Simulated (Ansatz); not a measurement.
## SnSe2 under changes of volume

One of the cells (25.726 Å³/atom); the others are scaled copies at fixed shape and fractional positions:

```
Sn Se
1.0
     3.81100    0.00000    0.00000
    -1.90550    3.30042    0.00000
     0.00000    0.00000    6.13600
Sn Se
1 2
Direct
  0.00000 0.00000 0.00000
  0.66667 0.33333 0.75100
  0.33333 0.66667 0.24900
```

* Program: Ansatz 0.2.0
* Functional: LDA
* Potentials or basis: all-electron LAPW, scalar-relativistic
* Cutoff: 240 eV (chosen from the basis error)
* Basis error allowed: 0.002 eV/atom
* k mesh: 8 × 8 × 5
* Occupations: fermi-dirac, width 0.05 eV
* Spin: no spin polarisation

```csv
volume (Å³/atom),energy over the lowest point (meV/atom),pressure (GPa),gap on the mesh (eV),largest force (eV/Å)
24.182,31.59,6.0,0.75,1.130
24.697,15.48,4.1,0.73,0.894
25.212,5.26,2.3,0.70,0.677
25.726,?,?,?,?
26.241,0.00,-0.6,0.65,0.292
26.755,3.88,-1.8,0.62,0.122
27.270,11.51,-2.9,0.59,0.035
```

**Question.** What does the run at 25.726 Å³/atom give?

**Answer.** Energy over the lowest point 0.29 meV/atom; pressure 0.8 GPa; gap on the mesh 0.68 eV; largest force 0.477 eV/Å.

Worked out: A Birch-Murnaghan fit of order 3 (a polynomial in V^(-2/3)) to the other rows has its minimum at 26.02 Å³/atom with B0 = V·E''(V) = 69 GPa and B' = 4.7 at fixed shape and positions, which overstates the stiffness. It gives 0.29 meV/atom at 25.726 Å³/atom, against the run's 0.29, and -dE/dV = 0.8 GPa, against 0.8. A straight line through the other rows of the gap, of slope -1.34 eV per unit of ln V, gives 0.67 eV, against the run's 0.68.

Energies are extrapolated to zero smearing.

Caveats: spin-orbit coupling is left out, which moves the levels of the heavy elements; an odd mesh through Γ misses points on the zone boundary, where band edges often lie; forces of over 1 eV/Å show positions far from the minimum, so gaps and moduli don't describe the material at rest (some runs).
